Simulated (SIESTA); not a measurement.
MgS under changes of volume

One of the cells (23.195 Å³/atom); the others are scaled copies at fixed shape and fractional positions:

```
CELL_PARAMETERS angstrom
0.00000 2.85188 2.85188
2.85188 0.00000 2.85188
2.85188 2.85188 0.00000
ATOMIC_POSITIONS crystal
S 0.25000 0.25000 0.25000
Mg 0.00000 0.00000 0.00000
```

The cell comes from a database or a generator and needn't be the stable form of this composition.

| Property | Result |
| --- | --- |
| Program | SIESTA 5.4.2 |
| Functional | PBEsol |
| Potentials or basis | PseudoDojo 0.4 standard (PBEsol files) |
| Basis | DZP (energy shift 0.003 Ry; two zetas on semicore shells) |
| Grid cutoff | 800 Ry |
| Energy shift | 0.003 Ry |
| k mesh | 8 × 8 × 8 |
| Occupations | fermi-dirac, width 0.05 eV |
| Spin | no spin polarisation |

```csv
volume (Å³/atom),energy over the lowest point (meV/atom),pressure (GPa),gap on the mesh (eV)
21.376,29.41,5.4,3.57
21.831,16.23,3.9,3.47
22.285,7.16,2.5,3.37
23.195,0.00,0.1,3.17
23.650,?,?,?
24.105,5.17,-1.9,3.00
```

Task: What does the run at 23.650 Å³/atom give?

Result: Energy over the lowest point 1.20 meV/atom; pressure -0.9 GPa; gap on the mesh 3.08 eV.

Worked out: A Birch-Murnaghan fit of order 3 (a polynomial in V^(-2/3)) to the other rows has its minimum at 23.24 Å³/atom with B0 = V·E''(V) = 55 GPa and B' = 4.0. It gives 1.19 meV/atom at 23.650 Å³/atom, against the run's 1.20, and -dE/dV = -0.9 GPa, against -0.9. A straight line through the other rows of the gap, of slope -4.78 eV per unit of ln V (its deformation potential), gives 3.09 eV, against the run's 3.08.

Energies are extrapolated to zero smearing.

Caveats: the basis of atomic orbitals isn't converged, which shifts pressures, moduli and gaps.

A mesh can miss the band edges.
